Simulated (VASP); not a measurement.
# GaAs in VASP: one cell, several levels of theory, part 2 of 2

VASP 6.6.1, plane waves, PAW. Earlier steps stand in the parts before.

**3. r2SCAN**

The input, INCAR:

```
ENCUT = 520.000000
SIGMA = 0.010000
EDIFF = 1.00e-07
ALGO = Normal
METAGGA = R2SCAN
PREC = Accurate
IBRION = -1
ISIF = 2
ISMEAR = 0
NBANDS = 16
NELM = 120
NSW = 0
LASPH = .TRUE.
LCHARG = .FALSE.
LWAVE = .FALSE.
LREAL = .FALSE.
```

The input, KPOINTS:

```
KPOINTS created by Atomic Simulation Environment
0
Gamma
8 8 8
0 0 0
```

The input, KPOINTS_OPT:

```
special points
6
Reciprocal
0.0000000000 0.0000000000 0.0000000000 1
-0.5000000000 -0.5000000000 0.0000000000 1
-0.3750000000 -0.3750000000 0.2500000000 1
-0.3750000000 0.0000000000 0.3750000000 1
0.0000000000 0.0000000000 0.5000000000 1
-0.5000000000 -0.2500000000 0.2500000000 1
```

The input, POSCAR:

```
Ga As
 1.0000000000000000
     0.0000000000000000    2.8614159464000002    2.8090795022999999
     2.8614159464000002    0.0000000000000000    2.8090795022999999
     2.8614159464000002    2.8614159464000002    0.0000000000000000
 Ga  As
   1   1
Cartesian
  0.0000000000000000  0.0000000000000000  0.0000000000000000
  1.4307079732000001  1.4307079732000001  1.4045397511500000
```

Run with:

```sh
$ mpirun -np 1 vasp_std
```

Standard output, without the iteration lines:

```text
POSCAR found type information on POSCAR GaAs
 POSCAR found :  2 types and       2 ions
 -----------------------------------------------------------------------------
|                                                                             |
|                                                                             |
|     You enforced a specific xc type in the INCAR file but a different       |
|     I HOPE YOU KNOW WHAT YOU ARE DOING!                                     |
|                                                                             |
 -----------------------------------------------------------------------------

 LDA part: xc-table for (None), standard interpolation
 POSCAR, INCAR and KPOINTS ok, starting setup
 FFT: planning ... GRIDC
 FFT: planning ... GRID_SOFT
 FFT: planning ... GRID
 WAVECAR not read
 entering main loop
 Start KPOINTS_OPT (optional k-point list driver)
k-point batch [1-6\6]
```

OSZICAR:

```text
N       E                     dE             d eps       ncg     rms          rms(c)
DAV:   1     0.634493646135E+02    0.63449E+02   -0.91415E+03  1928   0.157E+03
DAV:   2    -0.222581489715E+02   -0.85708E+02   -0.81625E+02  2112   0.312E+02
DAV:   3    -0.290345371069E+02   -0.67764E+01   -0.67511E+01  2368   0.684E+01
DAV:   4    -0.291350015906E+02   -0.10046E+00   -0.10045E+00  2248   0.916E+00
DAV:   5    -0.291363756056E+02   -0.13740E-02   -0.13740E-02  2456   0.991E-01    0.312E+00
DAV:   6    -0.270530100003E+02    0.20834E+01   -0.50273E-01  2168   0.130E+01    0.189E+00
DAV:   7    -0.270460551539E+02    0.69548E-02   -0.16071E-01  2208   0.335E+00    0.844E-01
DAV:   8    -0.270496933930E+02   -0.36382E-02   -0.80082E-03  2392   0.716E-01    0.308E-01
DAV:   9    -0.270501315903E+02   -0.43820E-03   -0.13041E-03  2320   0.411E-01    0.467E-02
DAV:  10    -0.270501433475E+02   -0.11757E-04   -0.12169E-04  2376   0.781E-02    0.223E-02
DAV:  11    -0.270501383520E+02    0.49955E-05   -0.15364E-05  2320   0.284E-02    0.229E-03
DAV:  12    -0.270501380503E+02    0.30162E-06   -0.61612E-07  2400   0.123E-02    0.944E-04
DAV:  13    -0.270501398772E+02   -0.18268E-05   -0.71679E-08  1896   0.284E-03    0.351E-04
DAV:  14    -0.270501402133E+02   -0.33617E-06   -0.36291E-08  1216   0.337E-03    0.692E-05
DAV:  15    -0.270501401522E+02    0.61167E-07   -0.39006E-09  1216   0.931E-04
   1 F= -.27050140E+02 E0= -.27050140E+02  d E =-.490408E-77
       N       E                     dE             ncg
DAV:   1     0.172057074516E+04   -0.35460E+04      208
DAV:   2     0.122167553786E+04   -0.49890E+03      224
DAV:   3     0.118380717460E+04   -0.37868E+02      272
DAV:   4     0.118328174790E+04   -0.52543E+00      216
DAV:   5     0.118327393835E+04   -0.78096E-02      280
DAV:   6     0.118327362604E+04   -0.31231E-03      264
DAV:   7     0.118327362516E+04   -0.87554E-06      280
DAV:   8     0.118327362515E+04   -0.90793E-08      176
```

From OUTCAR:

```text
k-points           NKPTS =     59   k-points in BZ     NKDIM =     59   number of bands    NBANDS=     16

   NELECT =      18.0000    total number of electrons

   dimension x,y,z NGX =    30 NGY =   30 NGZ =   30
   dimension x,y,z NGXF=    60 NGYF=   60 NGZF=   60

  energy-cutoff  :      520.00
  volume of cell :       46.00
      direct lattice vectors                 reciprocal lattice vectors
     0.000000000  2.861415946  2.809079502    -0.174738664  0.174738664  0.177994250
     2.861415946  0.000000000  2.809079502     0.174738664 -0.174738664  0.177994250
     2.861415946  2.861415946  0.000000000     0.174738664  0.174738664 -0.177994250

 k-points in reciprocal lattice and weights: KPOINTS created by Atomic Simulation Env
   0.00000000  0.00000000  0.00000000       0.002
   0.12500000  0.00000000  0.00000000       0.016
   0.25000000  0.00000000  0.00000000       0.016
   0.37500000  0.00000000  0.00000000       0.016
   0.50000000  0.00000000  0.00000000       0.008
   0.12500000  0.12500000  0.00000000       0.004
   0.25000000  0.12500000  0.00000000       0.016
   0.37500000  0.12500000  0.00000000       0.016
[... 51 more k-points ...]

 E-fermi :   3.7109

 k-point     1 :       0.0000    0.0000    0.0000
  band No.  band energies     occupation
      1     -11.6966      2.00000
      2     -11.6966      2.00000
      3     -11.6920      2.00000
      4     -11.6120      2.00000
      5     -11.6085      2.00000
      6      -9.5666      2.00000
      7       3.4756      2.00000
      8       3.4757      2.00000
      9       3.5818      2.00000
     10       4.3604      0.00000
     11       7.5123      0.00000
     12       7.5674      0.00000
     13       7.5675      0.00000
     14      11.6949      0.00000
     15      13.9209      0.00000
     16      14.2659      0.00000

 k-point     2 :       0.1250    0.0000    0.0000
  band No.  band energies     occupation
      1     -11.7093      2.00000
      2     -11.6930      2.00000
      3     -11.6898      2.00000
      4     -11.6123      2.00000
      5     -11.6085      2.00000
      6      -9.3792      2.00000
      7       1.5926      2.00000
      8       3.2324      2.00000
      9       3.3191      2.00000
     10       5.3877      0.00000
     11       7.8649      0.00000
     12       7.9152      0.00000
     13       8.0613      0.00000
     14      12.6232      0.00000
     15      13.1506      0.00000
     16      13.3921      0.00000

 k-point     3 :       0.2500    0.0000    0.0000
  band No.  band energies     occupation
      1     -11.7396      2.00000
      2     -11.6851      2.00000
      3     -11.6822      2.00000
      4     -11.6121      2.00000
      5     -11.6077      2.00000
      6      -8.8577      2.00000
      7      -0.6446      2.00000
      8       2.7703      2.00000
      9       2.8868      2.00000
     10       5.2655      0.00000
     11       8.4183      0.00000
     12       8.4495      0.00000
     13       9.8730      0.00000
     14      12.9680      0.00000
     15      12.9979      0.00000
     16      13.1927      0.00000

 k-point     4 :       0.3750    0.0000    0.0000
  band No.  band energies     occupation
      1     -11.7666      2.00000
      2     -11.6786      2.00000
      3     -11.6758      2.00000
      4     -11.6104      2.00000
      5     -11.6054      2.00000
      6      -8.1637      2.00000
      7      -2.4365      2.00000
      8       2.4095      2.00000
      9       2.5510      2.00000
     10       4.9373      0.00000
     11       8.4864      0.00000
     12       8.5964      0.00000
     13      11.6289      0.00000
     14      13.0676      0.00000
     15      14.2143      0.00000
     16      14.2824      0.00000

 k-point     5 :       0.5000    0.0000    0.0000
  band No.  band energies     occupation
      1     -11.7770      2.00000
      2     -11.6764      2.00000
      3     -11.6737      2.00000
      4     -11.6092      2.00000
      5     -11.6039      2.00000
      6      -7.7721      2.00000
      7      -3.2033      2.00000
      8       2.2790      2.00000
      9       2.4299      2.00000
     10       4.8113      0.00000
     11       8.4301      0.00000
     12       8.5618      0.00000
     13      11.7817      0.00000
     14      14.4979      0.00000
     15      15.8833      0.00000
     16      16.0762      0.00000

 k-point     6 :       0.1250    0.1250    0.0000
  band No.  band energies     occupation
      1     -11.7145      2.00000
      2     -11.6896      2.00000
      3     -11.6896      2.00000
      4     -11.6152      2.00000
      5     -11.6064      2.00000
      6      -9.3115      2.00000
      7       1.6271      2.00000
      8       2.8113      2.00000
      9       2.8113      2.00000
     10       6.1088      0.00000
     11       6.9201      0.00000
     12       8.5392      0.00000
     13       8.5393      0.00000
     14      12.2242      0.00000
     15      13.0466      0.00000
     16      14.1905      0.00000

 k-point     7 :       0.2500    0.1250    0.0000
  band No.  band energies     occupation
      1     -11.7400      2.00000
      2     -11.6820      2.00000
      3     -11.6813      2.00000
      4     -11.6178      2.00000
      5     -11.6045      2.00000
      6      -8.8952      2.00000
      7      -0.1036      2.00000
      8       2.3043      2.00000
      9       2.3638      2.00000
     10       6.2722      0.00000
     11       7.2491      0.00000
     12       9.2801      0.00000
     13       9.4758      0.00000
     14      11.9830      0.00000
     15      14.1360      0.00000
     16      14.2223      0.00000

 k-point     8 :       0.3750    0.1250    0.0000
  band No.  band energies     occupation
      1     -11.7657      2.00000
      2     -11.6753      2.00000
      3     -11.6742      2.00000
      4     -11.6172      2.00000
      5     -11.6028      2.00000
      6      -8.2395      2.00000
      7      -1.9268      2.00000
      8       1.8089      2.00000
      9       1.9920      2.00000
     10       6.0069      0.00000
     11       8.0347      0.00000
     12       9.3944      0.00000
     13      10.0999      0.00000
     14      13.4038      0.00000
     15      14.3120      0.00000
     16      15.0979      0.00000

 k-point     9 :       0.5000    0.1250    0.0000
  band No.  band energies     occupation
      1     -11.7794      2.00000
      2     -11.6718      2.00000
      3     -11.6715      2.00000
      4     -11.6137      2.00000
      5     -11.6031      2.00000
      6      -7.6896      2.00000
      7      -3.0456      2.00000
      8       1.3910      2.00000
      9       1.9700      2.00000
     10       5.8204      0.00000
     11       8.2658      0.00000
     12       9.1198      0.00000
     13      11.6011      0.00000
     14      13.6772      0.00000
     15      15.5587      0.00000
     16      16.0385      0.00000

 k-point    10 :      -0.3750    0.1250    0.0000
  band No.  band energies     occupation
      1     -11.7757      2.00000
      2     -11.6737      2.00000
      3     -11.6717      2.00000
      4     -11.6107      2.00000
      5     -11.6065      2.00000
      6      -7.8389      2.00000
      7      -2.7769      2.00000
      8       1.2529      2.00000
      9       2.2369      2.00000
     10       5.8618      0.00000
     11       8.4667      0.00000
     12       8.8754      0.00000
     13      11.7646      0.00000
     14      13.7779      0.00000
     15      13.8209      0.00000
     16      15.6259      0.00000

 k-point    11 :      -0.2500    0.1250    0.0000
  band No.  band energies     occupation
      1     -11.7562      2.00000
      2     -11.6805      2.00000
      3     -11.6749      2.00000
      4     -11.6101      2.00000
      5     -11.6099      2.00000
      6      -8.4939      2.00000
      7      -1.3537      2.00000
      8       1.4787      2.00000
      9       2.7103      2.00000
     10       6.0866      0.00000
     11       8.5814      0.00000
     12       8.6650      0.00000
     13      10.0598      0.00000
     14      12.2727      0.00000
     15      13.8468      0.00000
     16      15.1589      0.00000

 k-point    12 :      -0.1250    0.1250    0.0000
  band No.  band energies     occupation
      1     -11.7296      2.00000
      2     -11.6889      2.00000
      3     -11.6814      2.00000
      4     -11.6107      2.00000
      5     -11.6103      2.00000
      6      -9.0843      2.00000
      7       0.3850      2.00000
      8       2.2197      2.00000
      9       3.1713      2.00000
     10       6.0750      0.00000
     11       8.0163      0.00000
     12       8.0482      0.00000
     13       9.1999      0.00000
     14      12.1731      0.00000
     15      13.2128      0.00000
     16      13.8323      0.00000

[... the tables of k-points 13 to 59 left out ...]

  Total       -0.3122274     -0.3122274      0.0281671      0.0000000      0.0000000      0.0000000
  in kB      -10.8749061    -10.8749061      0.9810626      0.0000000      0.0000000      0.0000000
  external PRESSURE =      -6.9229165 kB  Pullay stress =       0.0000000 kB

 POSITION                                       TOTAL-FORCE (eV/Angst)
 -----------------------------------------------------------------------------------
      0.00000      0.00000      0.00000         0.000000      0.000000      0.000000
      1.43071      1.43071      1.40454        -0.000000     -0.000000     -0.000000
 -----------------------------------------------------------------------------------
    total drift:                               -0.000005     -0.000005      0.000010

  FREE ENERGIE OF THE ION-ELECTRON SYSTEM (eV)
  ---------------------------------------------------
  free  energy   TOTEN  =       -27.0501401522 eV

  energy  without entropy=      -27.0501401522  energy(sigma->0) =      -27.05014015
```

Hardware: 1 MPI rank of Intel Xeon Platinum 8488C, shared host.

The levels at the points of KPOINTS_OPT are read from vasprun.xml.

Near the gap, in eV above the top of the last filled band v; c is the band after it:

```tsv
point	v−1	v	c	c+1
Γ	-0.11	0.00	0.78	3.93
X	-2.86	-2.86	1.64	1.76
U	-3.94	-2.44	2.11	4.76
K	-3.95	-2.31	2.26	4.98
L	-1.30	-1.15	1.23	4.85
W	-3.62	-3.42	4.78	4.92
```

The r2SCAN gap is 0.78 eV, direct at Γ. The pressure is -0.69 GPa; the forces vanish within 0.01 eV/Å.

**4. Results**

This closing draws on all 2 parts.

| level | gap (eV) | pressure (GPa) | Ansatz: gap (eV) | Ansatz: pressure (GPa) |
| --- | --- | --- | --- | --- |
| PBE | 0.32 | 2.13 | 0.31 | 1.95 |
| r2SCAN | 0.78 | -0.69 | 0.80 | -0.80 |

In words: The gap runs from 0.32 eV (PBE) to 0.78 eV (r2SCAN). At this one volume the pressure spans -0.7 GPa (r2SCAN) to 2.1 GPa (PBE): PBE wants the largest cell and r2SCAN the smallest. The two programs agree on the gap within 0.03 eV, far less than the spread between functionals. Each program uses its own PAW datasets and cutoff. VASP's cell holds 18 valence electrons and Ansatz's 28.
